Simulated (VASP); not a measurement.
# SiC: convergence, relaxation of the cell

SiC, P6_3mc (no. 186), 4 atoms in the cell. PBEsol; PAW potentials Si, C (PBE set). VASP 6.6.1. The cell is changed on purpose: volume scaled by 1.03.

Wanted: cell volume within 0.2 %; lattice lengths within 0.1 %; shortest distances from each atom, periodic images included within 0.005 Å.

What the run is for: cell; Accuracy asked: standard.

The series start from Plane-wave cutoff (eV): 600; k-point mesh: 7 × 7 × 4; Relaxation passes: 2; Ionic threshold (EDIFFG): -0.005; Electronic threshold (eV): 1e-6; Precision mode (PREC): Accurate; Relaxation algorithm: IBRION=2 POTIM=0.5. Each series keeps the choices made before it, and each single choice may use up half of a tolerance. Times cover all steps of a run.

## Plane-wave cutoff (eV)

| Plane-wave cutoff (eV) | Cell volume (Å³) | Lattice lengths, largest deviation against the largest value | Shortest distances from each atom, periodic images included, largest deviation (Å) | Time (s) |
|---|---|---|---|---|
| 400 | 41.2 | 0.16 % | 0.0032 | 33 |
| 460 | 41.41 | 0.0036 % | 0.0000 | 38 |
| 520 | 41.42 | 0.011 % | 0.0002 | 43 |
| 600 | 41.4 | 0.011 % | 0.0002 | 56 |
| 700 | 41.39 | 0.015 % | 0.0003 | 73 |
| 840 (reference) | 41.41 | 0 % | 0.0000 | 79 |

Chosen: 460, the loosest value from which every tighter one stays within half of the tolerance.

## k-point mesh

| k-point mesh | Cell volume (Å³) | Lattice lengths, largest deviation against the largest value | Shortest distances from each atom, periodic images included, largest deviation (Å) | Time (s) |
|---|---|---|---|---|
| 4 × 4 × 2 | 41.46 | 0.077 % | 0.0037 | 20 |
| 4 × 4 × 3 | 41.44 | 0.16 % | 0.0010 | 20 |
| 5 × 5 × 3 | 41.42 | 0.043 % | 0.0005 | 22 |
| 7 × 7 × 4 | 41.41 | 0.012 % | 0.0001 | 38 |
| 8 × 8 × 5 | 41.41 | 0.0028 % | 0.0000 | 44 |
| 10 × 10 × 6 (reference) | 41.41 | 0 % | 0.0000 | 93 |

Chosen: 5 × 5 × 3.

## Relaxation passes

| Relaxation passes | Cell volume (Å³) | Lattice lengths, largest deviation against the largest value | Shortest distances from each atom, periodic images included, largest deviation (Å) | Time (s) |
|---|---|---|---|---|
| 1 | 41.42 | 0 % | 0.0000 | 25 |
| 2 | 41.42 | 0 % | 0.0000 | 22 |
| 3 (reference) | 41.42 | 0 % | 0.0000 | 35 |

Chosen: 1.

## Ionic threshold (EDIFFG)

| Ionic threshold (EDIFFG) | Cell volume (Å³) | Lattice lengths, largest deviation against the largest value | Shortest distances from each atom, periodic images included, largest deviation (Å) | Time (s) |
|---|---|---|---|---|
| -0.05 | 41.43 | 0.028 % | 0.0013 | 20 |
| -0.02 | 41.42 | 0.029 % | 0.0013 | 22 |
| -0.01 | 41.42 | 0 % | 0.0000 | 25 |
| -0.005 | 41.42 | 0 % | 0.0000 | 25 |
| -0.002 (reference) | 41.42 | 0 % | 0.0000 | 23 |

Chosen: -0.05.

## Electronic threshold (eV)

| Electronic threshold (eV) | Cell volume (Å³) | Lattice lengths, largest deviation against the largest value | Shortest distances from each atom, periodic images included, largest deviation (Å) | Time (s) |
|---|---|---|---|---|
| 0.0001 | 41.46 | 0.04 % | 0.0012 | 14 |
| 1e-5 | 41.43 | 0.00059 % | 0.0000 | 15 |
| 1e-6 | 41.43 | 0.0002 % | 0.0000 | 20 |
| 1e-7 (reference) | 41.43 | 0 % | 0.0000 | 17 |

Chosen: 0.0001.

## Precision mode (PREC)

| Precision mode (PREC) | Cell volume (Å³) | Lattice lengths, largest deviation against the largest value | Shortest distances from each atom, periodic images included, largest deviation (Å) | Time (s) |
|---|---|---|---|---|
| Normal | 41.46 | 0.0018 % | 0.0000 | 6.4 |
| Accurate (reference) | 41.46 | 0 % | 0.0000 | 14 |

Chosen: Normal.

## Relaxation algorithm

| Relaxation algorithm | Cell volume (Å³) | Lattice lengths, largest deviation against the largest value | Shortest distances from each atom, periodic images included, largest deviation (Å) | Time (s) |
|---|---|---|---|---|
| IBRION=2 POTIM=0.5 | 41.46 | 0 % | 0.0000 | 6.4 |
| IBRION=2 POTIM=0.2 | 41.43 | 0.073 % | 0.0006 | 7.9 |
| IBRION=1 POTIM=0.5 | 41.42 | 0.072 % | 0.0008 | 7.2 |
| IBRION=1 POTIM=0.2 | 41.43 | 0.06 % | 0.0008 | 6.7 |

Chosen: IBRION=2 POTIM=0.5; no other choice that stays within half of the tolerance saves 30 % of the time.

## All choices together

| Input | Cell volume (Å³) | Lattice lengths, largest deviation against the largest value | Shortest distances from each atom, periodic images included, largest deviation (Å) | Time (s) |
|---|---|---|---|---|
| the program's defaults (naive) | 41.21 | 0.21 % | 0.0032 | 6.7 |
| chosen settings | 41.46 | 0.029 % | 0.0009 | 6.4 |
| reference settings throughout | 41.41 | 0 % | 0.0000 | 202 |

The tolerance is met.

Values of the reference run: Lattice lengths: 3.077, 3.077, 5.05 Å.

## The input

INCAR.step1:
```
SYSTEM = SiC
GGA = PS ; ISMEAR = 0
SIGMA = 0.03 ; LWAVE = .False.
LCHARG = .False. ; NSW = 80
PREC = Normal ; LASPH = .True.
LREAL = .False. ; ALGO = Normal
EDIFF = 1E-4 ; NELM = 120
GGA_COMPAT = .False. ; IBRION = 2
ISIF = 3 ; EDIFFG = -0.05
NELMIN = 4 ; ENCUT = 460
EFERMI = MIDGAP ; POTIM = 0.5
```

INCAR.step2, as INCAR.step1 but for:
```
- NSW = 80
- IBRION = 2
- ISIF = 3
- EDIFFG = -0.05
- NELMIN = 4
- POTIM = 0.5
+ ISIF = 2
```

KPOINTS:
```
Automatic mesh
0
Gamma
  5 5 3
  0 0 0
```

POSCAR.step1:
```
SiC
1.0
    3.1064574263      0.0000000000      0.0000000000
   -1.5532287132      2.6902710469      0.0000000000
    0.0000000000      0.0000000000      5.0979834487
Si C
2 2
Direct
    0.6666666667      0.3333333333      0.5000000000
    0.3333333333      0.6666666667      0.0000000000
    0.6666666667      0.3333333333      0.8850000000
    0.3333333333      0.6666666667      0.3850000000
```

Commands (each step's output is kept before the next begins):
```
cat potpaw_PBE.64/Si/POTCAR potpaw_PBE.64/C/POTCAR > POTCAR
cp INCAR.step1 INCAR
cp POSCAR.step1 POSCAR
mpirun -np 1 vasp_std > vasp.out
cp CONTCAR POSCAR
cp INCAR.step2 INCAR
mpirun -np 1 vasp_std > vasp.out
```

The chosen input took VASP 6.6.1 6.4 s on 1 core (AMD EPYC 9R45 (Zen 5)), a shared host.

## An input that fails: too few ionic steps

It gives no converged result.

Changes against the starting input:
```
- NSW = 80
- NELM = 120
+ NSW = 2
+ NELM = 86
```
